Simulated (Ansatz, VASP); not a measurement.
## Two plane-wave programs on TiB

```xyz
8
Lattice="6.2005 0.0000 0.0000 0.0000 3.1003 0.0000 0.0000 0.0000 4.6200" Properties=species:S:1:pos:R:3 pbc="T T T"
Ti    4.1978    0.7751    1.7417
Ti    2.0028    2.3252    2.8783
Ti    5.1030    2.3252    4.0517
Ti    1.0975    0.7751    0.5683
B     3.2801    0.7751    4.1441
B     2.9205    2.3252    0.4759
B     6.0207    2.3252    1.8341
B     0.1798    0.7751    2.7859
```

Change from the starting cell: volume scaled by 1.04.

Alike in both runs: task single point; functional PBEsol; k mesh 5 × 9 × 6; occupations fermi-dirac, width 0.05 eV; no spin polarisation.

```csv
,VASP,Ansatz
version,VASP 6.6.1,Ansatz 0.2.0
potentials or method,"VASP PAW PBE potentials, release 64 (Ti_sv, B)",Ansatz PAW
plane-wave cutoff (eV),520,420
valence electrons in the cell,60,60
```

VASP gave:

| Item | Value |
| --- | --- |
| gap on the k mesh at the Fermi level (eV) | none |
| pressure (GPa) | -12.9 |
| largest component of the traceless stress (GPa) | 0.22 |
| rms of the force components (eV/Å) | 0.145 |

Q: What did Ansatz give for the same quantities?

A: gap on the k mesh at the Fermi level (eV): none; pressure (GPa): -13.0; largest component of the traceless stress (GPa): 0.23; rms of the force components (eV/Å): 0.148.

Atom by atom the forces differ by 0.003 eV/Å (rms over components). A gap of «none» marks a metal or a gap that the smearing closes. The functional is the same, so the differences come from potentials, cutoffs and numerics.

Caveats: the PAW data sets were made with another functional, which shifts forces and pressure a little (VASP); the PAW data sets come from PBE, with cores solved anew for the run's functional, which leaves a small shift of forces and pressure (Ansatz).
